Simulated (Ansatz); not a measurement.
# What moves the field gradients of V2O5?

Cell of run 1: a structure deposited in the COD, taken as it stands.

Space group Pmmn:1 (No. 59); a = 3.5450, b = 11.4980, c = 4.3450 Å.

| site | Wyckoff | site symmetry | x | y | z |
| --- | --- | --- | --- | --- | --- |
| V | 4e | m.. | 0.0000 | 0.1484 | 0.8917 |
| O5 | 4e | m.. | 0.0000 | 0.3145 | 0.0090 |
| O9 | 2a | mm2 | 0.0000 | 0.0000 | 0.9830 |
| O11 | 4e | m.. | 0.0000 | 0.1481 | 0.5396 |

One atom of each set is listed.

Relaxed positions (PBE, cell held):

V (0.0000, 0.1485, 0.8845)
O5 (0.0000, 0.3191, 0.0053)
O9 (0.0000, 0.0000, 0.9958)
O11 (0.0000, 0.1450, 0.5198)

All runs are DFT with Ansatz 0.2.0 (plane waves and PAW, scalar-relativistic unless spin–orbit coupling is named, Γ-centred meshes, Fermi–Dirac smearing where given) in this cell.

Run 1: PBE, atoms as given; 420 eV, 6×2×5 k-points, smearing 0.02 eV.
Run 2: PBE, atoms relaxed; 420 eV, 6×2×5 k-points, smearing 0.02 eV.
Run 3: r2SCAN, at the relaxed atoms; 500 eV, 6×2×5 k-points, smearing 0.02 eV.

| run | V V_zz (η) | O5 V_zz (η) | O9 V_zz (η) | O11 V_zz (η) |
| --- | --- | --- | --- | --- |
| 1 | -1.54 (0.78) | -5.19 (0.73) | -6.42 (0.20) | -1.46 (1.00) |
| 2 | 0.70 (0.92) | -4.97 (0.71) | -5.93 (0.01) | -1.20 (0.62) |
| 3 | ? | ? | ? | ? |

V_zz in 10²¹ V/m².

Problem. Estimate the row of run 3.

Solution. V: 0.66 (0.23); O5: -5.13 (0.75); O9: -6.11 (0.11); O11: -0.82 (0.86). It lies nearest to run 2, from whose tensors on these sites it differs by 0.44 at most (largest principal value of the difference, on O11). Taken one at a time, the positions of the atoms (as given or relaxed) move the tensors on these sites by up to 2.05 (largest principal value of the change, on V), the functional (r2SCAN with its higher cutoff) by 0.44 (O11). On V and O9 V_xx and V_yy change places between runs (or their axes turn by over 50°), so η hides a larger change.

The database entry as given showed forces above 3 eV/Å or a pressure above 30 GPa, though relaxing it moves no atom far. In runs 1, 3 the atoms aren't at the calculated equilibrium (largest force 3.2, 0.60 eV/Å). The cell isn't the equilibrium one in run 1 (calculated pressure 13 GPa, with larger principal stresses), and the entry's cell may itself be off.
